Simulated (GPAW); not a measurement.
Wanted: an ASE script for a GPAW 26.7.0 run.

```yaml
Task: band structure
Functional: LDA
Potentials_or_basis: PAW data sets generated in the run's folder for this functional
Cutoff: 800 eV
Basis: pw
k_mesh: 7 × 7 × 4
Occupations: fermi-dirac, width 0.05 eV
Spin: no spin polarisation
Maxiter: 150
Band_path: GMKGALHA,LM,KH
Band_points: 60
```

The system is SiC (Moissanite).

```
Si C
1.0
     3.07600    0.00000    0.00000
    -1.53800    2.66389    0.00000
     0.00000    0.00000    5.04800
Si C
2 2
Direct
  0.66667 0.33333 0.50000
  0.33333 0.66667 0.00000
  0.66667 0.33333 0.88500
  0.33333 0.66667 0.38500
```

The input as run:

run.py

```python
from ase.dft.bandgap import bandgap
from ase.io import write
from ase.spacegroup import crystal
from ase.units import GPa
from gpaw import GPAW, PW, setup_paths

setup_paths.insert(0, '.')

# Si 2b
# C 2b
atoms = crystal(['Si', 'C'],
                basis=[[0.6666666667, 0.3333333333, 0.5],
                       [0.6666666667, 0.3333333333, 0.885]],
                spacegroup=186, setting=1,  # P6_3mc
                cellpar=[3.076, 3.076, 5.048, 90.0, 90.0, 120.0],
                primitive_cell=True)

calc = GPAW(mode=PW(800),
            xc='LDA',
            kpts={'size': (7, 7, 4), 'gamma': True},
            occupations={'name': 'fermi-dirac', 'width': 0.05},
            nbands=18,
            convergence={'density': 1e-05, 'energy': 1e-05},
            maxiter=150,
            txt='gpaw.txt')
atoms.calc = calc
energy = atoms.get_potential_energy()
forces = atoms.get_forces()
stress = atoms.get_stress()
calc.write('gs.gpw')
write('result.traj', atoms)
print(f'Energy: {energy:.6f} eV')
print('Forces (eV/A):')
print(forces.round(4))
print('Stress (GPa):', (stress / GPa).round(3))
print('Fermi level:', round(calc.get_fermi_level(), 4), 'eV')
print(f'Gap: {bandgap(calc)[0]:.4f} eV, direct: {bandgap(calc, direct=True)[0]:.4f} eV')

path = atoms.cell.bandpath('GMKGALHA,LM,KH', npoints=60, eps=1e-4)
bs_calc = calc.fixed_density(kpts=path, symmetry='off', nbands=29,
                             convergence={'bands': 'CBM+6.0', 'eigenstates': 1e-6}, txt='bands.txt')
bs = bs_calc.band_structure()
bs.write('bs.json')
print(f'Gap on the path: {bandgap(bs_calc)[0]:.4f} eV')
```

Potentials or basis: PAW data sets generated in the run's folder for this functional, pw.

Launch:

```console
$ gpaw-setup -f LDA C Si
$ OMP_NUM_THREADS=1 python run.py
```

It gave:

```yaml
Pressure: -2.8 GPa
Largest_force: 0.743 eV/Å
Band_gap_along_the_path: 2.21 eV, indirect (least direct gap 3.98 eV)
```

Run time: 44 s on 1 thread of Arm Neoverse V2 (shared host), peak memory 0.28 GiB.
